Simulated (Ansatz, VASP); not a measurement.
## Te: VASP beside Ansatz

```
Te
1.0
     4.36308    0.00000    0.00000
    -2.18154    3.77854    0.00000
     0.00000    0.00000    5.80307
Te
3
Direct
  0.73100 0.73100 0.00000
  0.00000 0.26900 0.66667
  0.26900 0.00000 0.33333
```

Change from the starting cell: volume scaled by 0.94.

Alike in both runs: task single point; functional PBE; k mesh 7 × 7 × 5; occupations fermi-dirac, width 0.05 eV; no spin polarisation.

|  | VASP | Ansatz |
| --- | --- | --- |
| version | VASP 6.6.1 | Ansatz 0.2.0 |
| potentials or method | VASP PAW PBE potentials, release 64 (Te) | Ansatz PAW |
| plane-wave cutoff (eV) | 520 | 420 |
| valence electrons in the cell | 18 | 48 |

|  | VASP | Ansatz | Ansatz less VASP |
| --- | --- | --- | --- |
| gap on the k mesh at the Fermi level (eV) | 0.61 | 0.61 | +0.004 |
| least direct gap on the mesh (eV) | 0.82 | 0.84 | +0.013 |
| pressure (GPa) | 5.1 | 5.1 | -0.03 |
| largest component of the traceless stress (GPa) | 1.34 | 1.31 | -0.033 |
| rms of the force components (eV/Å) | 0.300 | 0.290 | -0.0107 |

Atom by atom the forces differ by 0.011 eV/Å (rms over components). The functional is the same, so the differences come from potentials, cutoffs and numerics. The two sets of potentials don't hold the same shells in valence.

Caveats: spin-orbit coupling is left out, which moves the levels of the heavy elements; an odd mesh through Γ misses points on the zone boundary, where band edges often lie (VASP); odd divisions of the mesh miss points on the zone boundary, where band edges often lie, so the gap on the mesh can be too wide (Ansatz).
